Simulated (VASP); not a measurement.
The system is AlN.

```
Al N
1.0
     3.12859    0.00000    0.00000
    -1.56429    2.70944    0.00000
     0.00000    0.00000    5.01696
Al N
2 2
Direct
  0.66667 0.33333 0.49929
  0.33333 0.66667 0.99929
  0.66667 0.33333 0.88071
  0.33333 0.66667 0.38071
```

The cell is a database's computed one.

| Item | Value |
| --- | --- |
| Program | VASP 6.6.1 |
| Task | relaxation of cell and atoms |
| Functional | r2SCAN |
| Potentials or basis | VASP PAW PBE potentials, release 64 (Al, N) |
| Cutoff | 600 eV |
| k mesh | 9 × 9 × 4 |
| Occupations | gaussian, width 0.02 eV |
| Spin | no spin polarisation |

At the start: pressure -4.7 GPa; volume 10.63 Å³/atom.

Task: How do energy, volume and symmetry change on relaxing?

Result: Over 7 steps the energy falls by 3.6 meV/atom and the volume is 10.39 Å³/atom (-2.3 %); space group P6_3mc (No. 186, to 0.05 Å).

Step by step:
```csv
step,energy change (eV),largest force (eV/Å),pressure (GPa),volume (Å³)
1,0.0000,0.0026,-4.71,42.53
2,-0.0001,0.0121,4.97,40.63
3,-0.0145,0.0050,-0.07,41.57
4,-0.0145,0.0051,0.02,41.55
5,-0.0145,0.0081,0.03,41.55
6,-0.0145,0.0090,0.03,41.54
7,-0.0145,0.0042,-0.02,41.55
```

Final structure:
```
Al N
1.0
     3.10536    0.00000    0.00000
    -1.55268    2.68932    0.00000
     0.00000    0.00000    4.97575
Al N
2 2
Direct
  0.66667 0.33333 0.49914
  0.33333 0.66667 0.99914
  0.66667 0.33333 0.88086
  0.33333 0.66667 0.38086
```

Caveat: the PAW data sets were made with another functional, which shifts forces and pressure a little.
